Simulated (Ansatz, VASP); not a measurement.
# Os: VASP beside Ansatz

```
Os
1.0
     0.00000    1.93534    1.93534
     1.93534    0.00000    1.93534
     1.93534    1.93534    0.00000
Os
1
Direct
  0.00000 0.00000 0.00000
```

Alike in both runs: task single point; functional RPBE; k mesh 16 × 16 × 16; occupations fermi-dirac, width 0.1 eV; no spin polarisation.

|  | VASP | Ansatz |
| --- | --- | --- |
| version | VASP 6.6.1 | Ansatz 0.2.0 |
| potentials or method | VASP PAW PBE potentials, release 64 (Os) | plane waves (420 eV) with PAW, scalar-relativistic |
| plane-wave cutoff (eV) | 520 | 420 |
| valence electrons in the cell | 8 | 16 |

VASP gave:

| Item | Value |
| --- | --- |
| pressure (GPa) | -0.6 |

Task: What did Ansatz give for the same quantities?

Result: Pressure (GPa): -0.2.

With one functional, cell and mesh, what is left measures potentials, basis and numerics. The two sets of potentials don't hold the same shells in valence.

Caveats: the PAW data sets were made with another functional, which shifts forces and pressure a little (VASP). Spin-orbit coupling is left out, which matters for the levels of Os.
